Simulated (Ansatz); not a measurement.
Space group P6_3/mmc (No. 194). a = 2.935 Å, b = 2.935 Å, c = 4.638 Å, α = 90.00°, β = 90.00°, γ = 120.00°
```json
{"atom": "Ti", "site": "2c", "symmetry": "-6m2", "x": "0.3333", "y": "0.6667", "z": "0.2500"}
```

Equation of state of this Ti structure (not necessarily the ground state), with shape and atoms relaxed at each volume where symmetry leaves them free. It has no gap at any of these volumes. Method: DFT r2SCAN, scalar-relativistic, plane waves, PAW in Ansatz 0.2.0.

Plane waves to 500 eV, a k mesh through Γ of 18×18×10 on the computed 2-atom cell and Gaussian smearing (0.10 eV); no spin polarisation.

| V (Å³/atom) | E − E(largest V) (meV/atom) | P (GPa) |
| --- | --- | --- |
| 16.264 | 3.78 | 8.07 |
| 16.783 | -15.12 | 3.76 |
| 17.302 | -20.98 | 0.00 |
| 17.822 | -15.47 | -3.28 |
| 18.341 | 0.00 | -6.16 |

Problem. Fit a third-order Birch–Murnaghan equation to E(V).

Solution. V0 = 17.30 Å³/atom, B0 = 117 GPa, B0' = 3.5.